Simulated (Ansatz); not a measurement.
# Hf: how the settings move a single-point run

Aim: see which settings change the result for Hf, by how much, and at what cost.

Computed with Ansatz 0.2.0 (reference: DFT, PBE, PAW with Ansatz's default frozen-core files, scalar-relativistic, unless a step's input says otherwise).

**1. Starting point**

It takes space group I4/mmm (No. 139, tetragonal). The conventional cell has a = 3.583 Å, b = 3.583 Å, c = 3.664 Å, α = 90.00°, β = 90.00°, γ = 90.00°. Around Hf (site symmetry 4/mmm) lie 14 Hf at 3.13 to 3.66 Å.

Coordinates:

```
CELL_PARAMETERS angstrom
-1.79161 1.79161 1.83207
1.79161 -1.79161 1.83207
1.79161 1.79161 -1.83207
ATOMIC_POSITIONS crystal
Hf 0.00000 0.00000 0.00000
```

**2. Reference**

input.yaml reads:

```yaml
crystal:
  lattice:
    - [-1.7916129179, 1.7916129179, 1.832075]
    - [1.7916129179, -1.7916129179, 1.832075]
    - [1.7916129179, 1.7916129179, -1.832075]
  atoms:
    - { symbol: Hf, position: [0.0, 0.0, 0.0] }
kpoints:
  mp_grid: { grid: [16, 16, 16] }
scf:
  occupations: { method: fermi_dirac, width: 0.08 }
hamiltonian:
  xc: pbe
  pseudopotentials: { kind: paw }
output:
  forces: true
  stress: true
  eigenvalues: true
  efg: { contact_densities: true }
```

Command:

```console
$ ansatz run input.yaml --threads 1 --pin off --max-ram 2048MiB --backend cpu --events-out ev --progress --plain --runs-dir out
```

**3. Changing settings: starting moments, spin_polarized true**

Edit input.yaml of step 2 so:

```diff
@@ -6,3 +6,3 @@
   atoms:
-    - { symbol: Hf, position: [0.0, 0.0, 0.0] }
+    - { symbol: Hf, position: [0.0, 0.0, 0.0], spin: -2.0 }
 kpoints:
@@ -19 +19,3 @@
   efg: { contact_densities: true }
+magnetization:
+  spin_polarized: true
```

What does the calculation give? Wanted: for each run, ending; energy change; pressure; gap; force.

As calculated:

| run | ending | energy change | pressure (GPa) | gap (eV) | force (eV/Å) | cycles | time |
| --- | --- | --- | --- | --- | --- | --- | --- |
| reference | converged | 0 | -4.8 | 0.00 | 0.00 | 6 | 4.4 s |
| 1: starting moments, spin_polarized true | converged | 0.0 meV/atom | -4.8 | 0.00 | 0.00 | 12 | 15 s |

Residual by cycle in the longest SCF loop of each run; runs are numbered as in the table. The quantity is the density residual dr2, in eV.

| cycle | reference | run 1 |
| --- | --- | --- |
| 1 | 6.0e-4 | 0.315 |
| 2 | 2.4e-4 | 0.195 |
| 3 | 1.1e-5 | 0.0232 |
| 4 | 3.8e-6 | 0.00234 |
| 5 | 2.4e-7 | 1.5e-4 |
| 6 | 2.6e-8 | 7.3e-5 |
| 7 | - | 9.4e-6 |
| 8 | - | 1.2e-6 |
| 9 | - | 3.3e-8 |
| 10 | - | 1.8e-9 |
| 11 | - | 4.9e-11 |
| 12 | - | 2.3e-12 |

**Reading.** With the changed spin polarisation the energy stays within 0.5 meV/atom: no moment survives, so both runs end on the same non-magnetic state.
